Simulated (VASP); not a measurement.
A VASP 6.6.1 single-point calculation on PbSe

INCAR

```
NSW = 0
PREC = Accurate
NELM = 120
EDIFF = 1E-7
ISIF = 2
LASPH = .TRUE.
GGA = PE
ISMEAR = -1
ENCUT = 520
LWAVE = .FALSE.
SIGMA = 0.02
NBANDS = 17
LCHARG = .FALSE.
LREAL = .FALSE.
IBRION = -1
```

KPOINTS

```
KPOINTS created by Atomic Simulation Environment
0
Gamma
6 6 6
0 0 0
```

POSCAR

```
Pb Se
 1.0000000000000000
     0.0000000000000000    3.4232041309999999    3.4232041309999999
     3.4909835727999998    0.0000000000000000    3.4232041309999999
     3.4909835727999998    3.4232041309999999    0.0000000000000000
 Pb  Se
   1   1
Cartesian
  0.0000000000000000  0.0000000000000000  0.0000000000000000
  1.7454917863999999  1.7116020654999999  1.7116020654999999
```

The recommended PBE PAW datasets give the neutral cell 20 valence electrons.

Command

```
mpirun -np 1 vasp_std
```

OSZICAR

```
N       E                     dE             d eps       ncg     rms          rms(c)
DAV:   1     0.161861834092E+03    0.16186E+03   -0.89681E+03  1020   0.109E+03
DAV:   2     0.557911656331E+01   -0.15628E+03   -0.15153E+03  1063   0.288E+02
DAV:   3    -0.794085885570E+01   -0.13520E+02   -0.13430E+02  1329   0.932E+01
DAV:   4    -0.829243422148E+01   -0.35158E+00   -0.35121E+00  1226   0.187E+01
DAV:   5    -0.830467994456E+01   -0.12246E-01   -0.12245E-01  1375   0.332E+00    0.302E+00
DAV:   6    -0.783712130472E+01    0.46756E+00   -0.12742E+00  1528   0.645E+00    0.168E+00
DAV:   7    -0.783229317673E+01    0.48281E-02   -0.16126E-01  1088   0.172E+00    0.895E-01
DAV:   8    -0.783803258041E+01   -0.57394E-02   -0.18524E-02  1143   0.143E+00    0.140E-01
DAV:   9    -0.783812949575E+01   -0.96915E-04   -0.57945E-03  1374   0.582E-01    0.104E-01
DAV:  10    -0.783855517397E+01   -0.42568E-03   -0.67133E-04  1066   0.179E-01    0.347E-02
DAV:  11    -0.783866608700E+01   -0.11091E-03   -0.21585E-04  1197   0.109E-01    0.167E-02
DAV:  12    -0.783868190741E+01   -0.15820E-04   -0.37954E-05  1153   0.538E-02    0.491E-03
DAV:  13    -0.783868350552E+01   -0.15981E-05   -0.19337E-06  1227   0.122E-02    0.274E-03
DAV:  14    -0.783868394400E+01   -0.43848E-06   -0.11689E-06  1117   0.763E-03    0.235E-04
DAV:  15    -0.783868394705E+01   -0.30509E-08   -0.60690E-08  1051   0.153E-03
   1 F= -.78386839E+01 E0= -.78386839E+01  d E =-.215958E-09
```

From OUTCAR

```
k-points           NKPTS =     30   k-points in BZ     NKDIM =     30   number of bands    NBANDS=     17

   NELECT =      20.0000    total number of electrons

   dimension x,y,z NGX =    36 NGY =   36 NGZ =   36
   dimension x,y,z NGXF=    72 NGYF=   72 NGZF=   72

  energy-cutoff  :      520.00
  volume of cell :       81.82
      direct lattice vectors                 reciprocal lattice vectors
     0.000000000  3.423204131  3.423204131    -0.143226111  0.146061988  0.146061988
     3.490983573  0.000000000  3.423204131     0.143226111 -0.146061988  0.146061988
     3.490983573  3.423204131  0.000000000     0.143226111  0.146061988 -0.146061988

 k-points in reciprocal lattice and weights: KPOINTS created by Atomic Simulation Env
   0.00000000  0.00000000  0.00000000       0.005
   0.16666667  0.00000000  0.00000000       0.037
   0.33333333 -0.00000000 -0.00000000       0.037
   0.50000000 -0.00000000 -0.00000000       0.019
   0.16666667  0.16666667  0.00000000       0.019
   0.33333333  0.16666667 -0.00000000       0.074
   0.50000000  0.16666667 -0.00000000       0.074
  -0.33333333  0.16666667  0.00000000       0.074
   ...

 E-fermi :   2.4718

 k-point     1 :       0.0000    0.0000    0.0000
  band No.  band energies     occupation
      1     -14.6173      2.00000
      2     -14.6123      2.00000
      3     -14.6123      2.00000
      4     -14.5888      2.00000
      5     -14.5842      2.00000
      6     -10.4959      2.00000
      7      -4.2546      2.00000
      8       0.5601      2.00000
      9       0.6324      2.00000
     10       0.6324      2.00000
     11       4.2812      0.00000
     12       4.2812      0.00000
     13       4.3374      0.00000
     14       6.8860      0.00000
     15      10.2613      0.00000
     16      10.5121      0.00000
     17      11.0256      0.00000

 k-point     2 :       0.1667    0.0000    0.0000
  band No.  band energies     occupation
      1     -14.6204      2.00000
      2     -14.6128      2.00000
      3     -14.6103      2.00000
      4     -14.5887      2.00000
      5     -14.5840      2.00000
      6     -10.3737      2.00000
      7      -4.6177      2.00000
      8       0.4261      2.00000
      9       0.4861      2.00000
     10       0.5908      2.00000
     11       4.2431      0.00000
     12       4.5355      0.00000
     13       4.5718      0.00000
     14       7.9348      0.00000
     15       9.6167      0.00000
     16       9.7680      0.00000
     17      10.6150      0.00000

 k-point     3 :       0.3333   -0.0000   -0.0000
  band No.  band energies     occupation
      1     -14.6313      2.00000
      2     -14.6097      2.00000
      3     -14.6070      2.00000
      4     -14.5876      2.00000
      5     -14.5827      2.00000
      6     -10.0946      2.00000
      7      -5.3137      2.00000
      8       0.1676      2.00000
      9       0.2390      2.00000
     10       0.3605      2.00000
     11       4.8961      0.00000
     12       4.9294      0.00000
     13       5.0456      0.00000
     14       8.6617      0.00000
     15       9.7669      0.00000
     16       9.7992      0.00000
     17      10.9179      0.00000

 ...

  Total        0.0201930      0.0611395      0.0611395      0.0000000      0.0000000     -0.0000000
  in kB        0.3954287      1.1972609      1.1972609      0.0000000      0.0000000     -0.0000000
  external PRESSURE =       0.9299835 kB  Pullay stress =       0.0000000 kB

 POSITION                                       TOTAL-FORCE (eV/Angst)
 -----------------------------------------------------------------------------------
      0.00000      0.00000      0.00000         0.000000     -0.000000     -0.000000
      1.74549      1.71160      1.71160         0.000000      0.000000      0.000000
 -----------------------------------------------------------------------------------
    total drift:                                0.000000      0.000000      0.000000

  FREE ENERGIE OF THE ION-ELECTRON SYSTEM (eV)
  ---------------------------------------------------
  free  energy   TOTEN  =        -7.8386839470 eV

  energy  without entropy=       -7.8386839468  energy(sigma->0) =       -7.83868395
```

It converged. Results: gap between bands v and c on the k mesh 0.74 eV; least direct gap on the k mesh 1.16 eV; pressure 0.1 GPa. Band v is the last that the valence electrons fill when counted band by band, and c is the next.

For comparison, a separate PBE run of the intended cell, on usual settings and not on those above, gives a gap of 0.74 eV on its mesh and a pressure of 0.1 GPa.

The run above took about 44 s on one core of a shared host (Intel Xeon Platinum 8488C) and held 0.22 GiB at most.
